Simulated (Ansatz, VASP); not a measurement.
**LiCl: VASP beside Ansatz**

File INCAR:

```
PREC = Accurate
ENCUT = 600
EDIFF = 1E-6
ISMEAR = 0
SIGMA = 0.02
LREAL = F
LASPH = T
NELM = 100
ALGO = Normal
ISIF = 3
LWAVE = F
LCHARG = F
GGA = PE
IBRION = 2
NSW = 100
EDIFFG = -0.005
```

KPOINTS

```
Automatic mesh
0
Gamma
  9 9 4
```

File POSCAR:

```
LiCl
1.0
    3.6271330000      0.0000000000      0.0000000000
   -1.8135660000      3.1411890000      0.0000000000
    0.0000000000      0.0000000000      8.8846240000
Li Cl
3 3
Direct
    0.0000000000      0.0000000000      0.0000000000
    0.3333333300      0.6666666700      0.3333333300
    0.6666666700      0.3333333300      0.6666666700
    0.6666666700      0.3333333300      0.1666666700
    0.0000000000      0.0000000000      0.5000000000
    0.3333333300      0.6666666700      0.8333333300
```

Input for Ansatz:

```yaml
crystal:
  lattice:
    - [3.627133, 0.0, 0.0]
    - [-1.813566, 3.141189, 0.0]
    - [0.0, 0.0, 8.884624]
  atoms:
    - { symbol: Li, position: [0.0, 0.0, 0.0] }
    - { symbol: Cl, position: [0.66666667, 0.33333333, 0.16666667] }
    - { symbol: Li, position: [0.33333333, 0.66666667, 0.33333333] }
    - { symbol: Cl, position: [0.0, 0.0, 0.5] }
    - { symbol: Li, position: [0.66666667, 0.33333333, 0.66666667] }
    - { symbol: Cl, position: [0.33333333, 0.66666667, 0.83333333] }
basis:
  ecutwfc: 420
kpoints:
  mp_grid: { grid: [9, 9, 4] }
hamiltonian:
  xc: pbe
scf:
  occupations: { method: gaussian, width: 0.02 }
output:
  forces: true
  stress: true
  eigenvalues: true
  write_density: true
  write_potential: true
  elf: true
  volumetric_format: npy
relax:
  adjacent_minimum: "off"
  f_tol: 0.005
  max_steps: 80
  cell: { stress_tol: 0.05 }
```

The cell was built by a generator and needn't be a form met in nature.

Alike in both runs: task relaxation of cell and atoms; functional PBE; k mesh 9 × 9 × 4; occupations gaussian, width 0.02 eV; no spin polarisation.

|  | VASP | Ansatz |
| --- | --- | --- |
| version | VASP 6.6.1 | Ansatz 0.2.0 |
| potentials or method | VASP PAW PBE potentials, release 64 (Li_sv, Cl) | scalar-relativistic, plane waves, PAW |
| plane-wave cutoff (eV) | 600 | 420 |
| valence electrons in the cell | 30 | 30 |

|  | VASP | Ansatz | Ansatz less VASP |
| --- | --- | --- | --- |
| gap on the k mesh at the Fermi level, each at its own relaxed structure (eV) | 6.29 | 6.26 | -0.034 |
| relaxed volume (Å³/atom) | 17.01 | 17.08 | +0.066 |
| relaxed cell length with the largest relative difference (Å) | 8.909 | 8.921 | +0.0116 |

Caveats: the cutoff is under 1.25 times the usual one of these potentials, so pressure, stress and relaxed cells hold a basis-set (Pulay) error (VASP); an odd mesh through Γ misses points on the zone boundary, where band edges often lie. PBE gaps usually lie below the measured ones, often by a third to a half.
